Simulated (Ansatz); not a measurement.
**Ligand exchange: C4H9Br + C2H6MgO → C4H10O + C2H5BrMg**

Gas-phase species: C4H9Br (1-bromobutane) `CCCCBr`, singlet; C2H6MgO `C[CH2][Mg][OH]`, singlet; C4H10O `CCCCO`, singlet; C2H5BrMg `C[CH2][Mg][Br]`, singlet. The partners trade Br for OH: C–Br and Mg–OH bonds give way to C–OH and Mg–Br.

Shapes, held fixed at every level: PBE0-D4/def2-TZVP. Flexible molecules stand in one conformer, not always the lowest. Programs: Ansatz 0.2.0. The zero-point and thermal change to 298 K, harmonic and unscaled (PBE0-D4/def2-TZVP), is +6.4 kJ/mol.

```json
{"level": "HF/def2-TZVPP", "kind": "Hartree–Fock", "ΔH(298 K) (kJ/mol)": "-81.9", "less CCSD(T)/def2-TZVPP": "-33.4"}
{"level": "B3LYP-D4/def2-TZVPP", "kind": "global hybrid", "ΔH(298 K) (kJ/mol)": "-48.5", "less CCSD(T)/def2-TZVPP": "0.0"}
{"level": "BHLYP-D4/def2-TZVPP", "kind": "global hybrid", "ΔH(298 K) (kJ/mol)": "-59.0", "less CCSD(T)/def2-TZVPP": "-10.5"}
{"level": "r2SCAN0-D4/def2-TZVPP", "kind": "global hybrid", "ΔH(298 K) (kJ/mol)": "-59.8", "less CCSD(T)/def2-TZVPP": "-11.3"}
{"level": "B2PLYP/def2-TZVPP", "kind": "double hybrid", "ΔH(298 K) (kJ/mol)": "-49.2", "less CCSD(T)/def2-TZVPP": "-0.7"}
{"level": "CCSD(T)/def2-SVP", "kind": "coupled cluster or CI", "ΔH(298 K) (kJ/mol)": "-66.0", "less CCSD(T)/def2-TZVPP": "-17.5"}
{"level": "CCSD/def2-TZVPP", "kind": "coupled cluster or CI", "ΔH(298 K) (kJ/mol)": "-51.9", "less CCSD(T)/def2-TZVPP": "-3.4"}
{"level": "CCSD(T)/def2-TZVPP", "kind": "coupled cluster or CI", "ΔH(298 K) (kJ/mol)": "-48.5", "less CCSD(T)/def2-TZVPP": "0.0"}
```

The highest level, CCSD(T)/def2-TZVPP, gives ΔH(298 K) = -48.5 kJ/mol; the levels span -81.9 to -48.5. The column of differences is taken from that level and isn't an error. No measured value is set beside it here. Relativity is left out for Br. Outer-core shells of Br, Mg are correlated, in sets that cover them unevenly. Sets without diffuse functions underbind ionic bonds of s-block metals.
